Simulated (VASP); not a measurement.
**CuO (Tenorite): single point with PBE**

Crystal: CuO (Tenorite).

```xyz
4
Lattice="2.3418 -1.7113 0.0000 2.3418 1.7113 0.0000 -0.8500 0.0000 5.0579" Properties=species:S:1:pos:R:3 pbc="T T T"
Cu    0.7459   -0.8557    2.5289
Cu    1.1709    0.8557    0.0000
O     1.7043    0.2793    3.7934
O     2.1293   -0.2793    1.2645
```

```json
{
 "Program": "VASP 6.6.1",
 "Task": "single point",
 "Functional": "PBE",
 "Potentials or basis": "VASP PAW PBE potentials, release 64 (Cu, O)",
 "Cutoff": "520 eV",
 "k mesh": "10 × 10 × 5",
 "Occupations": "gaussian, width 0.027 eV",
 "Spin": "no spin polarisation",
 "Further INCAR settings": "ALGO = Normal; EDIFF = 1e-06; NBANDS = 25"
}
```

```
Pressure               : 6.4 GPa
Largest force          : 0.218 eV/Å
Band gap on the k mesh : none (metal or under the smearing width)
```

Forces in eV/Å, atoms in the order of the input:
```
Cu   0.000  0.000  0.000
Cu   0.000  0.000  0.000
O    0.000 -0.218  0.000
O    0.000  0.218  0.000
```

Stress tensor (GPa, compression positive):
```
 6.36  0.00 -1.34
 0.00  7.26  0.00
-1.34  0.00  5.67
```

Levels at points of the mesh, in eV from the Fermi level:
```csv
k point,band 13,band 14,band 15,band 16,band 17,band 18,band 19,band 20,band 21,band 22
"(0.00, 0.00, 0.00)",-2.39,-2.22,-2.16,-1.66,0.22,0.95,1.74,6.06,8.18,13.40
"(0.50, 0.00, 0.00)",-2.05,-1.60,-1.51,-1.41,0.01,0.26,4.89,6.34,6.98,11.14
"(0.50, 0.50, 0.00)",-2.14,-2.13,-1.66,-1.22,-0.66,1.08,3.37,7.13,8.54,10.06
```

Wall time 110 s on 1 thread of Intel(R) Xeon(R) Platinum 8488C (Sapphire Rapids), on a shared host, peak memory 0.24 GiB.

Caveat: the run has no spin polarisation, though such a crystal can be magnetic; semilocal functionals often make such compounds metallic where correlation or magnetic order opens a gap, which also shifts bond lengths. With open d or f shells a metallic result of PBE can be an artefact of self-interaction; +U or a hybrid may open a gap.
